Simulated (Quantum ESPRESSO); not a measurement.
# W (Fm-3m) in Quantum ESPRESSO: a series of runs

One crystal, W, is run at these levels: r2SCAN; tasks: single point, equation of state.

Program: Quantum ESPRESSO 7.5. These are calculated values, not measurements. Logs are shortened: lines on timing, memory, paths and dates and some standing lists are left out, and cuts for length are marked.

## 1. The structure

Symmetry: Fm-3m, No. 225, cubic system. Conventional cell: a = 4.060 Å, b = 4.060 Å, c = 4.060 Å, α = 90.00°, β = 90.00°, γ = 90.00°. W (site symmetry m-3m) is surrounded by 12 W at 2.87 Å.

This isn't the form of W at room conditions, which is bcc.

## 2. Single point, r2SCAN, 15.73 Å³/atom

The input, pw.in:

```
&CONTROL
  calculation = 'scf'
  prefix = 'pwscf'
  outdir = './tmp'
  pseudo_dir = './pseudo'
  tprnfor = .true.
  tstress = .true.
  disk_io = 'nowf'
/
&SYSTEM
  ibrav = 0
  nat = 1
  ntyp = 1
  ecutwfc = 75
  nbnd = 21
  input_dft = 'r2scan'
  occupations = 'smearing'
  smearing = 'fd'
  degauss = 0.00367493
  nosym = .true.
  nr1 = 32
  nr2 = 32
  nr3 = 32
/
&ELECTRONS
  conv_thr = 1d-08
  electron_maxstep = 120
  mixing_beta = 0.5
/
ATOMIC_SPECIES
W    183.8400 W_ONCV_PBE-1.2.upf
CELL_PARAMETERS angstrom
   0.0000000000    1.9885598007    1.9885598007
   1.9885598007    0.0000000000    1.9885598007
   1.9885598007    1.9885598007    0.0000000000
ATOMIC_POSITIONS crystal
W      0.0000000000    0.0000000000    0.0000000000
K_POINTS automatic
8 8 8 0 0 0
```

Potentials or basis: SG15 PBE 1.2.

On the command line:

```
$ OMP_NUM_THREADS=1 mpirun -n 2 pw.x -nk 2 -in pw.in > pw.out
```

pw.out:

```text
This program is part of the open-source Quantum ESPRESSO suite
     for quantum simulation of materials; please cite
         "P. Giannozzi et al., J. Phys.:Condens. Matter 21 395502 (2009);
         "P. Giannozzi et al., J. Phys.:Condens. Matter 29 465901 (2017);
         "P. Giannozzi et al., J. Chem. Phys. 152 154105 (2020);
     in publications or presentations arising from this work. More details at

     IMPORTANT: XC functional enforced from input :
     Exchange-correlation= R2SCAN
                           (   0   0   0   0   0 497 498)
     Any further DFT definition will be discarded
     Please, verify this is what you really want

     K-points division:     npool     =       2
     Subspace diagonalization in iterative solution of the eigenvalue problem:
     a serial algorithm will be used

     G-vector sticks info
     --------------------
     sticks:   dense  smooth     PW     G-vecs:    dense   smooth      PW
     Sum         583     583    199                 9377     9377    1807

     Using Slab Decomposition

     bravais-lattice index     =            0
     lattice parameter (alat)  =       5.3144  a.u.
     unit-cell volume          =     106.1311 (a.u.)^3
     number of atoms/cell      =            1
     number of atomic types    =            1
     number of electrons       =        28.00
     number of Kohn-Sham states=           21
     kinetic-energy cutoff     =      75.0000  Ry
     charge density cutoff     =     300.0000  Ry
     scf convergence threshold =      1.0E-08
     mixing beta               =       0.5000
     number of iterations used =            8  plain     mixing
     Exchange-correlation= R2SCAN
                           (   0   0   0   0   0 497 498)

     celldm(1)=   5.314379  celldm(2)=   0.000000  celldm(3)=   0.000000
     celldm(4)=   0.000000  celldm(5)=   0.000000  celldm(6)=   0.000000

     crystal axes: (cart. coord. in units of alat)
               a(1) = (   0.000000   0.707107   0.707107 )
               a(2) = (   0.707107   0.000000   0.707107 )
               a(3) = (   0.707107   0.707107   0.000000 )

     reciprocal axes: (cart. coord. in units 2 pi/alat)
               b(1) = ( -0.707107  0.707107  0.707107 )
               b(2) = (  0.707107 -0.707107  0.707107 )
               b(3) = (  0.707107  0.707107 -0.707107 )

     PseudoPot. # 1 for W  read from file:
     W_ONCV_PBE-1.2.upf
     Pseudo is Norm-conserving, Zval = 28.0
     Generated using ONCVPSP code by D. R. Hamann
     Using radial grid of  602 points,  8 beta functions with:
                l(1) =   0
                l(2) =   0
                l(3) =   1
                l(4) =   1
                l(5) =   2
                l(6) =   2
                l(7) =   3
                l(8) =   3

     atomic species   valence    mass     pseudopotential
     W                28.00   183.84000     W ( 1.00)

     No symmetry found

   Cartesian axes

     site n.     atom                  positions (alat units)
         1        W      tau(   1) = (   0.0000000   0.0000000   0.0000000  )

     number of k points=   260  Fermi-Dirac smearing, width (Ry)=  0.0037

     Number of k-points >= 100: set verbosity='high' to print them.

     Dense  grid:     9377 G-vectors     FFT dimensions: (  32,  32,  32)

     WARNING: libxc functional with ID  497 depends
      on external parameters: check the user_guide of
      QE if you need to modify them or to check their
      default values.

     WARNING: libxc functional with ID  498 depends
      on external parameters: check the user_guide of
      QE if you need to modify them or to check their
      default values.

     Initial potential from superposition of free atoms

     starting charge      27.9330, renormalised to      28.0000
     Starting wfcs are random

     Self-consistent Calculation

     iteration #  1     ecut=    75.00 Ry     beta= 0.50
     Davidson diagonalization with overlap
     ethr =  1.00E-02,  avg # of iterations =  8.0

     total energy              =    -542.53736391 Ry
     estimated scf accuracy    <      48.43257439 Ry

     iteration #  2     ecut=    75.00 Ry     beta= 0.50
     Davidson diagonalization with overlap
     ethr =  1.00E-02,  avg # of iterations =  1.0

     total energy              =    -542.75481618 Ry
     estimated scf accuracy    <      14.35191161 Ry

     iteration #  3     ecut=    75.00 Ry     beta= 0.50
     Davidson diagonalization with overlap
     ethr =  1.00E-02,  avg # of iterations =  1.0

     total energy              =    -542.76444565 Ry
     estimated scf accuracy    <       0.06256257 Ry

     iteration #  4     ecut=    75.00 Ry     beta= 0.50
     Davidson diagonalization with overlap
     ethr =  2.23E-04,  avg # of iterations =  1.2

     total energy              =    -542.76503758 Ry
     estimated scf accuracy    <       0.00153705 Ry

     iteration #  5     ecut=    75.00 Ry     beta= 0.50
     Davidson diagonalization with overlap
     ethr =  5.49E-06,  avg # of iterations =  2.3

     total energy              =    -542.76505563 Ry
     estimated scf accuracy    <       0.00011983 Ry

     iteration #  6     ecut=    75.00 Ry     beta= 0.50
     Davidson diagonalization with overlap
     ethr =  4.28E-07,  avg # of iterations =  1.3

     total energy              =    -542.76506124 Ry
     estimated scf accuracy    <       0.00003125 Ry

     iteration #  7     ecut=    75.00 Ry     beta= 0.50
     Davidson diagonalization with overlap
     ethr =  1.12E-07,  avg # of iterations =  1.0

     total energy              =    -542.76506145 Ry
     estimated scf accuracy    <       0.00000030 Ry

     iteration #  8     ecut=    75.00 Ry     beta= 0.50
     Davidson diagonalization with overlap
     ethr =  1.08E-09,  avg # of iterations =  2.0

     total energy              =    -542.76506146 Ry
     estimated scf accuracy    <       0.00000003 Ry

     iteration #  9     ecut=    75.00 Ry     beta= 0.50
     Davidson diagonalization with overlap
     ethr =  1.20E-10,  avg # of iterations =  1.3

     End of self-consistent calculation

     Number of k-points >= 100: set verbosity='high' to print the bands.

     the Fermi energy is    34.5752 ev

!    total energy              =    -542.76506147 Ry
     estimated scf accuracy    <          3.2E-09 Ry
     smearing contrib. (-TS)   =      -0.00095801 Ry
     internal energy E=F+TS    =    -542.76410346 Ry

     The total energy is F=E-TS. E is the sum of the following terms:
     one-electron contribution =    -117.53566728 Ry
     hartree contribution      =      94.59825227 Ry
     xc contribution           =     -41.55483896 Ry
     ewald contribution        =    -478.27184949 Ry

     convergence has been achieved in   9 iterations

     Forces acting on atoms (cartesian axes, Ry/au):

     atom    1 type  1   force =     0.00000000    0.00000000    0.00000000

     Total force =     0.000000     Total SCF correction =     0.000016

     Computing stress (Cartesian axis) and pressure

          total   stress  (Ry/bohr**3)                   (kbar)     P=      -24.42
  -0.00016598  -0.00000000   0.00000000          -24.42       -0.00        0.00
  -0.00000000  -0.00016598   0.00000000           -0.00      -24.42        0.00
   0.00000000   0.00000000  -0.00016597            0.00        0.00      -24.42

=------------------------------------------------------------------------------=
   JOB DONE.
=------------------------------------------------------------------------------=
```

Wall time 92 s (2 MPI ranks of Arm Neoverse V2, shared host); peak memory 0.2 GiB.

Results:

```
Free energy            : -7384.6949 eV
Pressure               : -2.4 GPa
Band gap on the k mesh : none (metal or under the smearing width)
```

Caveat: the k mesh is coarse; the potentials were made for another functional, which shifts forces and pressure.

## 3. Single point, r2SCAN, 16.06 Å³/atom

pw.in, as its differences from that of step 2:

```diff
@@ -32,5 +32,5 @@
 CELL_PARAMETERS angstrom
-   0.0000000000    1.9885598007    1.9885598007
-   1.9885598007    0.0000000000    1.9885598007
-   1.9885598007    1.9885598007    0.0000000000
+   0.0000000000    2.0025642044    2.0025642044
+   2.0025642044    0.0000000000    2.0025642044
+   2.0025642044    2.0025642044    0.0000000000
 ATOMIC_POSITIONS crystal
```

Potentials or basis: SG15 PBE 1.2.

On the command line:

```
$ OMP_NUM_THREADS=1 mpirun -n 2 pw.x -nk 2 -in pw.in > pw.out
```

It took 92 s on 2 MPI ranks of Arm Neoverse V2, shared host; peak memory 0.2 GiB.

It converged, with:

```
Free energy            : -7384.6835 eV
Pressure               : -8.5 GPa
Band gap on the k mesh : none (metal or under the smearing width)
```

Caveat: the k mesh is coarse; the potentials were made for another functional, which shifts forces and pressure.

## 4. Single point, r2SCAN, 16.40 Å³/atom

pw.in, as its differences from that of step 3:

```diff
@@ -32,5 +32,5 @@
 CELL_PARAMETERS angstrom
-   0.0000000000    2.0025642044    2.0025642044
-   2.0025642044    0.0000000000    2.0025642044
-   2.0025642044    2.0025642044    0.0000000000
+   0.0000000000    2.0163754284    2.0163754284
+   2.0163754284    0.0000000000    2.0163754284
+   2.0163754284    2.0163754284    0.0000000000
 ATOMIC_POSITIONS crystal
```

On the command line:

```
$ OMP_NUM_THREADS=1 mpirun -n 2 pw.x -nk 2 -in pw.in > pw.out
```

It took 92 s on 2 MPI ranks of Arm Neoverse V2, shared host; peak memory 0.2 GiB.

Results (log left out):

```yaml
Free_energy: -7384.6602 eV
Pressure: -14.0 GPa
Band_gap_on_the_k_mesh: none (metal or under the smearing width)
```

Caveat: the k mesh is coarse; the potentials were made for another functional, which shifts forces and pressure.

## 5. Single point, r2SCAN, 16.73 Å³/atom

pw.in, as its differences from that of step 4:

```diff
@@ -32,5 +32,5 @@
 CELL_PARAMETERS angstrom
-   0.0000000000    2.0163754284    2.0163754284
-   2.0163754284    0.0000000000    2.0163754284
-   2.0163754284    2.0163754284    0.0000000000
+   0.0000000000    2.0300000000    2.0300000000
+   2.0300000000    0.0000000000    2.0300000000
+   2.0300000000    2.0300000000    0.0000000000
 ATOMIC_POSITIONS crystal
```

On the command line:

```
$ OMP_NUM_THREADS=1 mpirun -n 2 pw.x -nk 2 -in pw.in > pw.out
```

Run time: 93 s. Hardware: 2 MPI ranks of Arm Neoverse V2, shared host; peak memory 0.2 GiB.

It converged, with:

```yaml
Free_energy: -7384.6259 eV
Pressure: -18.9 GPa
Band_gap_on_the_k_mesh: none (metal or under the smearing width)
```

Caveat: the k mesh is coarse; the potentials were made for another functional, which shifts forces and pressure.

## 6. Single point, r2SCAN, 17.07 Å³/atom

pw.in, as its differences from that of step 5:

```diff
@@ -32,5 +32,5 @@
 CELL_PARAMETERS angstrom
-   0.0000000000    2.0300000000    2.0300000000
-   2.0300000000    0.0000000000    2.0300000000
-   2.0300000000    2.0300000000    0.0000000000
+   0.0000000000    2.0434441004    2.0434441004
+   2.0434441004    0.0000000000    2.0434441004
+   2.0434441004    2.0434441004    0.0000000000
 ATOMIC_POSITIONS crystal
```

Potentials or basis: SG15 PBE 1.2.

On the command line:

```
$ OMP_NUM_THREADS=1 mpirun -n 2 pw.x -nk 2 -in pw.in > pw.out
```

It took 92 s on 2 MPI ranks of Arm Neoverse V2, shared host; peak memory 0.22 GiB.

Results (log left out):

* Free energy: -7384.5818 eV
* Pressure: -23.4 GPa
* Band gap on the k mesh: none (metal or under the smearing width)

Caveat: the k mesh is coarse; the potentials were made for another functional, which shifts forces and pressure.

## 7. Single point, r2SCAN, 17.40 Å³/atom

pw.in, as its differences from that of step 6:

```diff
@@ -32,5 +32,5 @@
 CELL_PARAMETERS angstrom
-   0.0000000000    2.0434441004    2.0434441004
-   2.0434441004    0.0000000000    2.0434441004
-   2.0434441004    2.0434441004    0.0000000000
+   0.0000000000    2.0567135898    2.0567135898
+   2.0567135898    0.0000000000    2.0567135898
+   2.0567135898    2.0567135898    0.0000000000
 ATOMIC_POSITIONS crystal
```

On the command line:

```
$ OMP_NUM_THREADS=1 mpirun -n 2 pw.x -nk 2 -in pw.in > pw.out
```

Run time: 92 s. Hardware: 2 MPI ranks of Arm Neoverse V2, shared host; peak memory 0.22 GiB.

It converged, with:

* Free energy: -7384.5288 eV
* Pressure: -27.4 GPa
* Band gap on the k mesh: none (metal or under the smearing width)

Caveat: the k mesh is coarse; the potentials were made for another functional, which shifts forces and pressure.

## 8. Single point, r2SCAN, 17.73 Å³/atom

pw.in, as its differences from that of step 7:

```diff
@@ -32,5 +32,5 @@
 CELL_PARAMETERS angstrom
-   0.0000000000    2.0567135898    2.0567135898
-   2.0567135898    0.0000000000    2.0567135898
-   2.0567135898    2.0567135898    0.0000000000
+   0.0000000000    2.0698140295    2.0698140295
+   2.0698140295    0.0000000000    2.0698140295
+   2.0698140295    2.0698140295    0.0000000000
 ATOMIC_POSITIONS crystal
```

On the command line:

```
$ OMP_NUM_THREADS=1 mpirun -n 2 pw.x -nk 2 -in pw.in > pw.out
```

Run time: 94 s. Hardware: 2 MPI ranks of Arm Neoverse V2, shared host; peak memory 0.22 GiB.

Results (log left out):

```yaml
Free_energy: -7384.4679 eV
Pressure: -31.0 GPa
Band_gap_on_the_k_mesh: none (metal or under the smearing width)
```

Caveat: the k mesh is coarse; the potentials were made for another functional, which shifts forces and pressure; the cell as given lies far from equilibrium.

## 9. Equation of state, r2SCAN

Potentials or basis: SG15 PBE 1.2.

No new run: the results of the series are fitted here.

What came out:

| Quantity | Value |
| --- | --- |
| Equilibrium volume | 15.61 Å³/atom (rough: see the caveat) |
| Bulk modulus | 311 GPa (rough) |

Energy against volume, from the lowest point:
| volume (Å³/atom) | energy (meV/atom) |
| --- | --- |
| 15.727 | 0.00 |
| 16.062 | 11.34 |
| 16.396 | 34.68 |
| 16.731 | 68.96 |
| 17.065 | 113.10 |
| 17.400 | 166.09 |
| 17.735 | 226.96 |

Caveat: the k mesh is coarse; the potentials were made for another functional, which shifts forces and pressure; the minimum lies outside the volumes run.
